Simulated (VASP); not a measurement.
# TiO2 (P4_2/mnm) in VASP: settings compared

One crystal, TiO2, is run at these levels: r2SCAN, SCAN; tasks: band structure.

All numbers are computed with VASP 6.6.1; they aren't measurements. Logs are shortened: lines on timing, memory, paths and dates and some standing lists are left out, and cuts for length are marked.

**What was measured.**

From “Shallow Valence Band of Rutile GeO2 and P-type Doping”, 2020, arxiv:2011.08928, for a bulk crystal of TiO2 at 1.6 K: band gap 3.03 eV (direct).

The results are compared with them further down.

## Step 1: The structure

Symmetry: P4_2/mnm, No. 136, tetragonal system. Conventional cell: a = 4.600 Å, b = 4.600 Å, c = 2.959 Å, α = 90.00°, β = 90.00°, γ = 90.00°. Ti (site symmetry mmm) is surrounded by 6 O at 1.95 to 1.98 Å. Around O (site symmetry m2m) lie 3 Ti at 1.95 to 1.98 Å.

The cell is a database's computed one.

## Step 2: Band structure, r2SCAN

The input, INCAR:

```
ALGO = Normal
EDIFF = 1E-6
ENCUT = 520
ISIF = 2
ISMEAR = -1
LASPH = True
LCHARG = False
LMAXMIX = 4
LMIXTAU = True
LREAL = False
LWAVE = False
METAGGA = R2SCAN
NELM = 100
PREC = Accurate
SIGMA = 0.05
```

The input, KPOINTS:

```
k-points
0
Gamma
  6 6 9
```

The input, POSCAR:

```
TiO2
1.0
    4.5998373239      0.0000000000      0.0000000000
    0.0000000000      4.5998373239      0.0000000000
    0.0000000000      0.0000000000      2.9592135600
Ti O
2 4
Direct
    0.0000000000      0.0000000000      0.5000000000
    0.5000000000      0.5000000000      0.0000000000
    0.3043213200      0.3043213200      0.5000000000
    0.1956786800      0.8043213200      0.0000000000
    0.8043213200      0.1956786800      0.0000000000
    0.6956786800      0.6956786800      0.5000000000
```

The input, KPOINTS_OPT:

```
path GXMGZRAZ,XR,MA
15
line-mode
reciprocal
 0.0000000000  0.0000000000  0.0000000000  G
 0.0000000000  0.5000000000  0.0000000000  X

 0.0000000000  0.5000000000  0.0000000000  X
 0.5000000000  0.5000000000  0.0000000000  M

 0.5000000000  0.5000000000  0.0000000000  M
 0.0000000000  0.0000000000  0.0000000000  G

 0.0000000000  0.0000000000  0.0000000000  G
 0.0000000000  0.0000000000  0.5000000000  Z

 0.0000000000  0.0000000000  0.5000000000  Z
 0.0000000000  0.5000000000  0.5000000000  R

 0.0000000000  0.5000000000  0.5000000000  R
 0.5000000000  0.5000000000  0.5000000000  A

 0.5000000000  0.5000000000  0.5000000000  A
 0.0000000000  0.0000000000  0.5000000000  Z

 0.0000000000  0.5000000000  0.0000000000  X
 0.0000000000  0.5000000000  0.5000000000  R

 0.5000000000  0.5000000000  0.0000000000  M
 0.5000000000  0.5000000000  0.5000000000  A
```

Potentials or basis: VASP PAW PBE potentials, release 64 (Ti_sv, O).

Run with:

```sh
cat potpaw_PBE.64/Ti_sv/POTCAR potpaw_PBE.64/O/POTCAR > POTCAR
mpirun -np 1 vasp_std > vasp.out
```

OUTCAR:

```text
EDIFF = 1E-6
   ENCUT = 520
   ISIF = 2
   ISMEAR = -1
   LASPH = True
   LREAL = False
   METAGGA = R2SCAN
   NELM = 100
   PREC = Accurate

 ion  position               nearest neighbor table
   1  0.000  0.000  0.500-   4 1.95   5 1.95   4 1.95   5 1.95   3 1.98   6 1.98
   2  0.500  0.500  0.000-   3 1.95   6 1.95   3 1.95   6 1.95   5 1.98   4 1.98
   3  0.304  0.304  0.500-   2 1.95   2 1.95   1 1.98
   4  0.196  0.804  0.000-   1 1.95   1 1.95   2 1.98
   5  0.804  0.196  0.000-   1 1.95   1 1.95   2 1.98
   6  0.696  0.696  0.500-   2 1.95   2 1.95   1 1.98

  LATTYP: Found a simple tetragonal cell.
 ALAT       =     4.5998373239
 C/A-ratio  =     0.6433300466

  Lattice vectors:

 A1 = (   4.5998373239,   0.0000000000,   0.0000000000)
 A2 = (   0.0000000000,   4.5998373239,   0.0000000000)
 A3 = (   0.0000000000,   0.0000000000,   2.9592135600)

Analysis of symmetry for initial positions (statically):
=====================================================================
 Subroutine PRICEL returns:
 Original cell was already a primitive cell.

 Routine SETGRP: Setting up the symmetry group for a
 simple tetragonal supercell.

 Subroutine GETGRP returns: Found 16 space group operations
 (whereof  8 operations were pure point group operations)
 out of a pool of 16 trial point group operations.

The static configuration has the point symmetry D_2h.
 The point group associated with its full space group is D_4h.

Analysis of symmetry for dynamics (positions and initial velocities):
=====================================================================
 Subroutine PRICEL returns:
 Original cell was already a primitive cell.

 Routine SETGRP: Setting up the symmetry group for a
 simple tetragonal supercell.

 Subroutine GETGRP returns: Found 16 space group operations
 (whereof  8 operations were pure point group operations)
 out of a pool of 16 trial point group operations.

The dynamic configuration has the point symmetry D_2h.
 The point group associated with its full space group is D_4h.

 Subroutine INISYM returns: Found 16 space group operations
 (whereof  8 operations are pure point group operations),
 and found     1 'primitive' translations

----------------------------------------------------------------------------------------

                                     Primitive cell

  volume of cell :      62.6125

  direct lattice vectors                    reciprocal lattice vectors
[... 98 lines left out ...]
   NSW    =      0    number of steps for IOM
   IBRION =     -1    ionic relax: 0-MD 1-quasi-New 2-CG
   NFREE  =      0    steps in history (QN), initial steepest desc. (CG)
   ISIF   =      2    stress and relaxation
   ISYM   =      2    0-nonsym 1-usesym 2-fastsym
   POTIM  = 0.5000    time-step for ionic-motion
   TEBEG  =    0.0;   TEEND  =   0.0 temperature during run
   PSTRESS=    0.0 pullay stress
   NELECT =      48.0000    total number of electrons
   NUPDOWN=      -1.0000    fix difference up-down
   EMIN   =  10.00;   EMAX   =-10.00  energy-range for DOS
   EFERMI =   0.00;   METHOD = LEGACY
   ISMEAR =    -1;   SIGMA  =   0.05  broadening in eV -4-tet -1-fermi 0-gaus
   EFERMI_NEDOS =   21; number of points for ismear=-14 and -15
   IALGO  =     38    algorithm
   IMIX   =      4    mixing-type and parameters
     AMIX     =   0.40;   BMIX     =  1.00
     AMIX_MAG =   1.60;   BMIX_MAG =  1.00
  volume/ion in A,a.u.               =      10.44        70.42
  Fermi-wavevector in a.u.,A,eV,Ry     =   1.498309  2.831394 30.544140  2.244931
  Thomas-Fermi vector in A             =   2.610085
   LORBIT       =      0    0 simple, 1 ext, 2 COOP (PROOUT), +10 PAW based schemes
   METAGGA = R2SCAN    functional components
   LHFCALC =     F    Hartree Fock is set to
   AEXX    =    0.0000 exact exchange contribution
   IVDW    =     0    specifies the selected vdW correction
   LEPSILON=     F    determine dielectric tensor
   LRPA    =     F    only Hartree local field effects (RPA)
 non-spin polarized calculation
  energy-cutoff  :      520.00
  volume of cell :       62.61
 maximum number of plane-waves:      1720
 NGX is ok and might be reduce to    36
   NGX = 17   NGY = 17   NGZ = 11

 number of electron      48.0000021 magnetization

 Free energy of the ion-electron system (eV)
  ---------------------------------------------------
  ext. energy  EPLUGINS =         0.00000000
  ---------------------------------------------------
  free energy    TOTEN  =       -69.79576070 eV

  energy without entropy =      -69.79576070  energy(sigma->0) =      -69.79576070

 E-fermi :   5.6524     XC(G=0): -12.1392

 val. band max:        4.5207047672   @ k =   0.0000   0.0000   0.0000
 cond. band min:       6.7277364608   @ k =   0.0000   0.0000   0.0000
 fundamental gap:      2.2070316936
 Fermi energy:         5.6523796826

 k-point     1 :       0.0000    0.0000    0.0000
  band No.  band energies     occupation
      1     -54.6471      2.00000
      2     -54.6295      2.00000
      3     -29.9097      2.00000
      4     -29.9097      2.00000
      5     -29.7343      2.00000
      6     -29.7343      2.00000
[... 733 lines left out ...]
     27       8.0337      0.00000
     28       8.0337      0.00000

 [... further k-points ...]

------------------------ aborting loop because EDIFF is reached ----------------------------------------

  FORCE on cell =-STRESS in cart. coord.  units (eV):
  Direction    XX          YY          ZZ          XY          YZ          ZX
  --------------------------------------------------------------------------------------
  -------------------------------------------------------------------------------------
  Total        0.0993062      0.0993062      0.1465593     -0.0000000      0.0000000      0.0000000
  in kB        2.5411229      2.5411229      3.7502713     -0.0000000      0.0000000      0.0000000
  external PRESSURE =       2.9441724 kB  Pullay stress =       0.0000000 kB

 VOLUME and BASIS-vectors are now :
 -----------------------------------------------------------------------------
  energy-cutoff  :      520.00
  volume of cell :       62.61
      direct lattice vectors                 reciprocal lattice vectors
     4.599837324  0.000000000  0.000000000     0.217398993  0.000000000  0.000000000
     0.000000000  4.599837324  0.000000000     0.000000000  0.217398993  0.000000000
     0.000000000  0.000000000  2.959213560     0.000000000  0.000000000  0.337927622

 POSITION                                       TOTAL-FORCE (eV/Angst)
 -----------------------------------------------------------------------------------
      0.00000      0.00000      1.47961         0.000000     -0.000000      0.000000
      2.29992      2.29992      0.00000         0.000000     -0.000000      0.000000
      1.39983      1.39983      1.47961         0.017137      0.017137     -0.000000
      0.90009      3.69975      0.00000        -0.017137      0.017137      0.000000
      3.69975      0.90009      0.00000         0.017137     -0.017137      0.000000
      3.20001      3.20001      1.47961        -0.017137     -0.017137      0.000000
 -----------------------------------------------------------------------------------
    total drift:                                0.000000      0.000000      0.000000

  FREE ENERGIE OF THE ION-ELECTRON SYSTEM (eV)
  ---------------------------------------------------
  free  energy   TOTEN  =       -69.7957607021 eV

  energy  without entropy=      -69.7957607021  energy(sigma->0) =      -69.79576070
```

OSZICAR:

```text
N       E                     dE             d eps       ncg     rms          rms(c)
DAV:   1     0.683707417903E+03    0.68371E+03   -0.25532E+04  2800   0.208E+03
DAV:   2     0.282187863664E+02   -0.65549E+03   -0.63555E+03  3000   0.614E+02
[... 41 lines left out ...]
       N       E                     dE             ncg
DAV:   1     0.324033303172E+05   -0.51822E+05     1960
DAV:   2     0.117380077777E+05   -0.20665E+05     2032
DAV:   3     0.813251108581E+04   -0.36055E+04     3168
DAV:   4     0.787837459877E+04   -0.25414E+03     2772
DAV:   5     0.786569534863E+04   -0.12679E+02     2768
DAV:   6     0.786550041873E+04   -0.19493E+00     2552
DAV:   7     0.786549288962E+04   -0.75291E-02     2764
DAV:   8     0.786549280660E+04   -0.83022E-04     2532
DAV:   9     0.786549280380E+04   -0.28028E-05     1572
DAV:  10     0.786549280347E+04   -0.32338E-06     1388
```

It took 12 min on 1 thread of Intel Xeon Platinum 8259CL at 2.50GHz (Skylake/Cascade Lake), shared host; peak memory 0.25 GiB.

What came out:

```
Free energy             : -69.7958 eV
Pressure                : 0.3 GPa
Largest force           : 0.024 eV/Å
Band gap on the k mesh  : 2.21 eV, direct
Band gap along the path : 2.21 eV, direct
```

Forces in eV/Å, atoms in the order of the input:
```
Ti   0.000  0.000  0.000
Ti   0.000  0.000  0.000
O    0.017  0.017  0.000
O   -0.017  0.017  0.000
O    0.017 -0.017  0.000
O   -0.017 -0.017  0.000
```

Stress tensor (GPa, compression positive):
```
0.25 0.00 0.00
0.00 0.25 0.00
0.00 0.00 0.38
```

Levels at the corners of the path, in eV from the valence-band top:
```
point  band 21  band 22  band 23  band 24  band 25  band 26  band 27  band 28
    Γ    -0.77    -0.50    -0.50     0.00     2.21     2.52     2.77     2.86
    X    -1.71    -1.71    -0.77    -0.77     2.89     2.89     3.39     3.39
    X    -1.71    -1.71    -0.77    -0.77     2.89     2.89     3.39     3.39
    M    -1.39    -1.39    -1.14    -1.14     2.24     2.24     2.88     2.88
    M    -1.39    -1.39    -1.14    -1.14     2.24     2.24     2.88     2.88
    Γ    -0.77    -0.50    -0.50     0.00     2.21     2.52     2.76     2.86
    Γ    -0.77    -0.50    -0.50     0.00     2.21     2.52     2.76     2.86
    Z    -2.40    -2.40    -1.48    -1.48     3.32     3.32     3.56     3.56
    Z    -2.40    -2.40    -1.48    -1.48     3.32     3.32     3.56     3.56
    R    -2.07    -2.07    -1.09    -1.09     2.28     2.28     3.58     3.58
    R    -2.07    -2.07    -1.09    -1.09     2.28     2.28     3.58     3.58
    A    -1.32    -1.32    -0.72    -0.72     2.95     2.95     3.57     3.58
    A    -1.32    -1.32    -0.72    -0.72     2.95     2.95     3.57     3.58
    Z    -2.40    -2.40    -1.48    -1.48     3.32     3.32     3.56     3.56
    X    -1.71    -1.71    -0.77    -0.77     2.89     2.89     3.39     3.39
    R    -2.07    -2.07    -1.09    -1.09     2.28     2.28     3.58     3.58
    M    -1.39    -1.39    -1.14    -1.14     2.24     2.24     2.88     2.88
    A    -1.32    -1.32    -0.72    -0.72     2.95     2.95     3.57     3.60
```

Caveat: the PAW data sets were made with another functional, which shifts forces and pressure a little.

## Step 3: Band structure, SCAN

The input, INCAR:

```
SYSTEM = TiO2
  ALGO = Normal
  EDIFF = 1E-7
  ENCUT = 520
  ISIF = 2
  ISMEAR = -1
  LASPH = .TRUE.
  LCHARG = .FALSE.
  LMAXMIX = 4
  LMIXTAU = .TRUE.
  LREAL = .FALSE.
  LWAVE = .FALSE.
  METAGGA = SCAN
  NBANDS = 33
  NELM = 100
  PREC = Accurate
  SIGMA = 0.05
```

The input, KPOINTS:

```
k-points
0
G
  6 6 9
  0 0 0
```

POSCAR is that of step 2.

KPOINTS_OPT: that of step 2 with these lines changed.

```diff
@@ -1,3 +1,3 @@
 path GXMGZRAZ,XR,MA
-15
+20
 line-mode
```

Potentials or basis: VASP PAW PBE potentials, release 64 (Ti_sv, O).

Run with:

```sh
cat potpaw_PBE.64/Ti_sv/POTCAR potpaw_PBE.64/O/POTCAR > POTCAR
mpirun -np 1 vasp_std > vasp.out
```

Wall time 17 min (1 thread of Intel Xeon Platinum 8259CL at 2.50GHz (Skylake/Cascade Lake), shared host); peak memory 0.26 GiB.

It converged, with:

- Free energy: -77.2105 eV
- Pressure: -0.7 GPa
- Largest force: 0.043 eV/Å
- Band gap on the k mesh: 2.21 eV, direct
- Band gap along the path: 2.21 eV, direct

Forces on the atoms (eV/Å):
```
Ti   0.000  0.000  0.000
Ti   0.000  0.000  0.000
O    0.031  0.031  0.000
O   -0.031  0.031  0.000
O    0.031 -0.031  0.000
O   -0.031 -0.031  0.000
```

Stress tensor (GPa, compression positive):
```
-0.75  0.00  0.00
 0.00 -0.75  0.00
 0.00  0.00 -0.63
```

Levels at the corners of the path, in eV from the valence-band top:
```
point  band 21  band 22  band 23  band 24  band 25  band 26  band 27  band 28
    Γ    -0.78    -0.50    -0.50     0.00     2.21     2.52     2.76     2.86
    X    -1.72    -1.72    -0.77    -0.77     2.89     2.89     3.39     3.39
    X    -1.72    -1.72    -0.77    -0.77     2.89     2.89     3.39     3.39
    M    -1.40    -1.40    -1.15    -1.15     2.24     2.24     2.88     2.88
    M    -1.40    -1.40    -1.15    -1.15     2.24     2.24     2.88     2.88
    Γ    -0.78    -0.50    -0.50     0.00     2.21     2.52     2.76     2.86
    Γ    -0.78    -0.50    -0.50     0.00     2.21     2.52     2.76     2.86
    Z    -2.41    -2.41    -1.49    -1.49     3.32     3.32     3.57     3.57
    Z    -2.41    -2.41    -1.49    -1.49     3.32     3.32     3.57     3.57
    R    -2.07    -2.07    -1.10    -1.10     2.28     2.28     3.60     3.60
    R    -2.07    -2.07    -1.10    -1.10     2.28     2.28     3.60     3.60
    A    -1.32    -1.32    -0.72    -0.72     2.96     2.96     3.57     3.57
    A    -1.32    -1.32    -0.72    -0.72     2.96     2.96     3.57     3.57
    Z    -2.41    -2.41    -1.49    -1.49     3.32     3.32     3.57     3.57
    X    -1.72    -1.72    -0.77    -0.77     2.89     2.89     3.39     3.39
    R    -2.07    -2.07    -1.10    -1.10     2.28     2.28     3.60     3.60
    M    -1.40    -1.40    -1.15    -1.15     2.24     2.24     2.88     2.88
    A    -1.32    -1.32    -0.72    -0.72     2.96     2.96     3.57     3.57
```

Caveat: the PAW data sets were made with another functional, which shifts forces and pressure a little.

## Step 4: Against experiment

Step 2. Against the measured gap of TiO2, 3.03 eV (direct; 1.6 K; quoted in “Shallow Valence Band of Rutile GeO2 and P-type Doping”, 2020, arxiv:2011.08928), the calculated 2.21 eV is off by -0.82 eV. 2 values of this kind are on record in papers (3.03 to 3.05 eV); this one was drawn at random among those near their median. The value is that of r2SCAN, without temperature or zero-point motion. The cell is a database's relaxed one, not the measured one, which moves gaps too.

Step 3. Measured gap of TiO2: 3.03 eV (direct; 1.6 K; quoted in “Shallow Valence Band of Rutile GeO2 and P-type Doping”, 2020, arxiv:2011.08928). This calculation gives 2.21 eV (-0.82 eV). 2 values of this kind are on record in papers (3.03 to 3.05 eV); this one was drawn at random among those near their median. The value is that of SCAN, without temperature or zero-point motion. The cell is a database's relaxed one, not the measured one, which moves gaps too.
